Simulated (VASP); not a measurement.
Computed with SCAN meta-GGA, VASP's PBE PAW potentials (set 64) (plane waves; VASP 6.6.1).

VASP input:

### KPOINTS
```
Automatic
0
Gamma
7 7 7
0 0 0
```

**POSCAR**
```
LiI
1
   -0.0000000000     2.9850076084     2.9850076084
    2.9850076084    -0.0000000000     2.9850076084
    2.9850076084     2.9850076084     0.0000000000
Li I
1 1
Direct
  0.0000000000   0.0000000000   0.0000000000
  0.5000000000   0.5000000000   0.5000000000
```

**INCAR**
```
EDIFF  =  1E-6   # SCF stop (eV)
SYSTEM  =  LiI
LREAL  =  .FALSE.   # projection in real space or not
ISMEAR  =  0   # Gaussian
NELM  =  100
ALGO  =  Normal   # blocked Davidson
LASPH  =  .TRUE.
IBRION  =  2
LMAXMIX  =  4   # l cut-off of mixed one-centre charges
ISIF  =  3   # ions, shape and volume
METAGGA  =  SCAN
NSW  =  60
LMIXTAU  =  .TRUE.
ENCUT  =  520
EDIFFG  =  -0.01   # ionic stop
LWAVE  =  .FALSE.
SIGMA  =  0.05
LCHARG  =  .FALSE.
PREC  =  Accurate
```

POTCAR, in this order: Li_sv I (PBE.64 set). Program: vasp_std.

What VASP printed:

OUTCAR:
```
 ion  position               nearest neighbor table
   1  0.000  0.000  0.000-   2 2.99   2 2.99   2 2.99   2 2.99   2 2.99   2 2.99
   2  0.500  0.500  0.500-   1 2.99   1 2.99   1 2.99   1 2.99   1 2.99   1 2.99
  LATTYP: Found a face centered cubic cell.
 ALAT       =     5.9700152168
 Subroutine PRICEL returns:
 Original cell was already a primitive cell.
 Subroutine GETGRP returns: Found 48 space group operations
The static configuration has the point symmetry O_h .
The dynamic configuration has the point symmetry O_h .
 Subroutine INISYM returns: Found 48 space group operations
 Subroutine IBZKPT returns following result:
 Found     20 irreducible k-points:

 Following reciprocal coordinates:
            Coordinates               Weight
  0.000000  0.000000  0.000000      1.000000
  0.142857  0.000000  0.000000      8.000000
  0.285714  0.000000  0.000000      8.000000
  0.428571  0.000000  0.000000      8.000000
  0.142857  0.142857  0.000000      6.000000
  0.285714  0.142857  0.000000     24.000000
  0.428571  0.142857  0.000000     24.000000
 -0.428571  0.142857  0.000000     24.000000
 -0.285714  0.142857  0.000000     24.000000
 -0.142857  0.142857  0.000000     12.000000
  0.285714  0.285714  0.000000      6.000000
  0.428571  0.285714  0.000000     24.000000
 -0.428571  0.285714  0.000000     24.000000
 -0.285714  0.285714  0.000000     12.000000
  0.428571  0.428571  0.000000      6.000000
 -0.428571  0.428571  0.000000     12.000000
  0.428571  0.285714  0.142857     24.000000
 -0.428571  0.285714  0.142857     48.000000
 -0.428571  0.428571  0.142857     24.000000
 -0.285714  0.428571  0.142857     24.000000
   k-points           NKPTS =     20   k-points in BZ     NKDIM =     20   number of bands    NBANDS=      9
   number of dos      NEDOS =    301   number of ions     NIONS =      2
   total plane-waves  NPLWV =  32768
   dimension x,y,z NGX =    32 NGY =   32 NGZ =   32
   dimension x,y,z NGXF=    64 NGYF=   64 NGZF=   64
   ions per type =               1   1
   PREC   = accura    normal or accurate (medium, high low for compatibility)
   ISTART =      0    job   : 0-new  1-cont  2-samecut
   ICHARG =      2    charge: 1-file 2-atom 10-const
   ISPIN  =      1    spin polarized calculation?
   LNONCOLLINEAR =      F non collinear calculations
   LSORBIT =      F    spin-orbit coupling
   INIWAV =      1    electr: 0-lowe 1-rand  2-diag
   ENCUT  =  520.0 eV  38.22 Ry    6.18 a.u.   7.85  7.85  7.85*2*pi/ulx,y,z
   NELM   =    100;   NELMIN=  2; NELMDL= -5     # of ELM steps
   EDIFF  = 0.1E-05   stopping-criterion for ELM
   LREAL  =      F    real-space projection
   NLSPLINE    = F    spline interpolate recip. space projectors
   LMAXMIX     =    4 max onsite mixed and CHGCAR
   VOSKOWN=      0    Vosko Wilk Nusair interpolation
   EDIFFG = -.1E-01   stopping-criterion for IOM
   NSW    =     60    number of steps for IOM
   NBLOCK =      1;   KBLOCK =     60    inner block; outer block
   IBRION =      2    ionic relax: 0-MD 1-quasi-New 2-CG
   NFREE  =      1    steps in history (QN), initial steepest desc. (CG)
   ISIF   =      3    stress and relaxation
   ISYM   =      2    0-nonsym 1-usesym 2-fastsym
   TEIN   =    0.0    initial temperature
   TEBEG  =    0.0;   TEEND  =   0.0 temperature during run
   SMASS  =  -3.00    Nose mass-parameter (am)
   PSTRESS=    0.0 pullay stress
   NELECT =      10.0000    total number of electrons
   EFERMI =   0.00;   METHOD = LEGACY
   ISMEAR =     0;   SIGMA  =   0.05  broadening in eV -4-tet -1-fermi 0-gaus
   IALGO  =     38    algorithm
   LDIAG  =      T    sub-space diagonalisation (order eigenvalues)
   IMIX   =      4    mixing-type and parameters
     AMIX     =   0.40;   BMIX     =  1.00
     AMIX_MAG =   1.60;   BMIX_MAG =  1.00
...
```

**OSZICAR**
```
       N       E                     dE             d eps       ncg     rms          rms(c)
DAV:   1    -0.262775224081E+00   -0.26278E+00   -0.37026E+03   360   0.979E+02
DAV:   2    -0.411880667850E+02   -0.40925E+02   -0.39157E+02   476   0.138E+02
DAV:   3    -0.430985654513E+02   -0.19105E+01   -0.19091E+01   470   0.340E+01
DAV:   4    -0.431489414951E+02   -0.50376E-01   -0.50340E-01   544   0.593E+00
DAV:   5    -0.431497469614E+02   -0.80547E-03   -0.80541E-03   500   0.657E-01    0.167E+00
DAV:   6    -0.416460832718E+02    0.15037E+01   -0.27260E-01   517   0.521E+00    0.162E+00
DAV:   7    -0.418467413932E+02   -0.20066E+00   -0.15229E-01   393   0.428E+00    0.252E-01
DAV:   8    -0.419437327321E+02   -0.96991E-01   -0.18993E-01   378   0.370E+00    0.325E-01
DAV:   9    -0.417884726002E+02    0.15526E+00   -0.25845E-02   362   0.240E+00    0.397E-01
DAV:  10    -0.418080025918E+02   -0.19530E-01   -0.93880E-03   370   0.149E+00    0.185E-01
DAV:  11    -0.417879231920E+02    0.20079E-01   -0.37942E-02   372   0.250E+00    0.570E-02
DAV:  12    -0.417841372836E+02    0.37859E-02   -0.43283E-03   388   0.881E-01    0.614E-02
DAV:  13    -0.417695678096E+02    0.14569E-01   -0.33863E-03   364   0.887E-01    0.235E-02
DAV:  14    -0.417907522732E+02   -0.21184E-01   -0.97034E-03   360   0.139E+00    0.129E-02
DAV:  15    -0.417907438911E+02    0.83821E-05   -0.18275E-04   522   0.173E-01    0.139E-02
DAV:  16    -0.417907870911E+02   -0.43200E-04   -0.82630E-06   421   0.469E-02    0.148E-02
DAV:  17    -0.417907929320E+02   -0.58409E-05   -0.77329E-06   386   0.451E-02    0.729E-03
DAV:  18    -0.417907937273E+02   -0.79533E-06   -0.11005E-05   375   0.567E-02    0.612E-03
DAV:  19    -0.417907886858E+02    0.50414E-05   -0.24844E-06   437   0.186E-02    0.249E-03
DAV:  20    -0.417907840015E+02    0.46844E-05   -0.47445E-07   382   0.946E-03    0.291E-03
DAV:  21    -0.417907822162E+02    0.17853E-05   -0.30384E-07   319   0.827E-03    0.306E-03
DAV:  22    -0.417907781205E+02    0.40957E-05   -0.26973E-07   376   0.836E-03    0.171E-03
DAV:  23    -0.417907782802E+02   -0.15976E-06   -0.22429E-08   210   0.245E-03
   1 F= -.41790778E+02 E0= -.41790778E+02  d E =-.417908E+02
```

### OUTCAR
```
------------------------ aborting loop because EDIFF is reached ----------------------------------------
  FORCE on cell =-STRESS in cart. coord.  units (eV):
  Direction    XX          YY          ZZ          XY          YZ          ZX
  --------------------------------------------------------------------------------------
  Total        0.0053304      0.0053304      0.0053304      0.0000000      0.0000000      0.0000000
  in kB        0.1605474      0.1605474      0.1605474      0.0000000      0.0000000      0.0000000
  external PRESSURE =       0.1605474 kB  Pullay stress =       0.0000000 kB
  volume of cell :       53.19
      direct lattice vectors                 reciprocal lattice vectors
     0.000000000  2.985007608  2.985007608    -0.167503761  0.167503761  0.167503761
     2.985007608  0.000000000  2.985007608     0.167503761 -0.167503761  0.167503761
     2.985007608  2.985007608  0.000000000     0.167503761  0.167503761 -0.167503761
 POSITION                                       TOTAL-FORCE (eV/Angst)
 -----------------------------------------------------------------------------------
      0.00000      0.00000      0.00000        -0.000000      0.000000      0.000000
      2.98501      2.98501      2.98501         0.000000     -0.000000     -0.000000
 -----------------------------------------------------------------------------------
    total drift:                                0.000000     -0.000000      0.000000
  FREE ENERGIE OF THE ION-ELECTRON SYSTEM (eV)
  ---------------------------------------------------
  free  energy   TOTEN  =       -41.7907782802 eV

  energy  without entropy=      -41.7907782802  energy(sigma->0) =      -41.79077828

 reached required accuracy - stopping structural energy minimisation
```
(Selected blocks of OUTCAR.)

The compound is LiI in the rock salt structure. It was relaxed first. The start is the result of an earlier pass.
